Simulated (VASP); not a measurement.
## CdTe: single point with PBEsol

**Measured values to compare with.**

From a printed reference work, data compilation, for a bulk crystal of CdTe at 0 K: band gap 1.607 eV.

The system is CdTe.

```
CELL_PARAMETERS angstrom
0.00000 3.19802 3.19802
3.19802 0.00000 3.19802
3.19802 3.19802 0.00000
ATOMIC_POSITIONS crystal
Te 0.75000 0.75000 0.75000
Cd 0.00000 0.00000 0.00000
```

- Program: VASP 6.6.1
- Task: single point
- Functional: PBEsol
- Potentials or basis: VASP PAW PBE potentials, release 64 (Te, Cd)
- Cutoff: 500 eV
- k mesh: 7 × 7 × 7
- Occupations: fermi-dirac, width 0.05 eV
- Spin: no spin polarisation
- Dipole correction: no
- Further INCAR settings: ALGO = Normal; EDIFF = 1e-06; NBANDS = 16

The pressure is 2.2 GPa. The band gap on the k mesh is 0.78 eV, direct.

Levels at points of the mesh, in eV from the valence-band top:
```
           k point  band 6  band 7  band 8  band 9  band 10  band 11  band 12  band 13
(0.00, 0.00, 0.00)   -8.11    0.00    0.00    0.00     0.78     4.51     4.51     4.51
```

It took 14 s on 1 thread of Intel(R) Xeon(R) 6975P-C (Granite Rapids), with other jobs on the host, peak memory 0.21 GiB.

A measured gap of CdTe is 1.607 eV (0 K; a printed reference work, data compilation); the calculated 0.78 eV misses it by -0.83 eV. Spin-orbit coupling on Cd, Te is left out. The value is that of PBEsol, without temperature or zero-point motion. Semilocal functionals fall short of measured gaps as a rule.

Caveat: the PAW data sets were made with another functional, which shifts forces and pressure a little; spin-orbit coupling is left out, which moves the levels of the heavy elements.
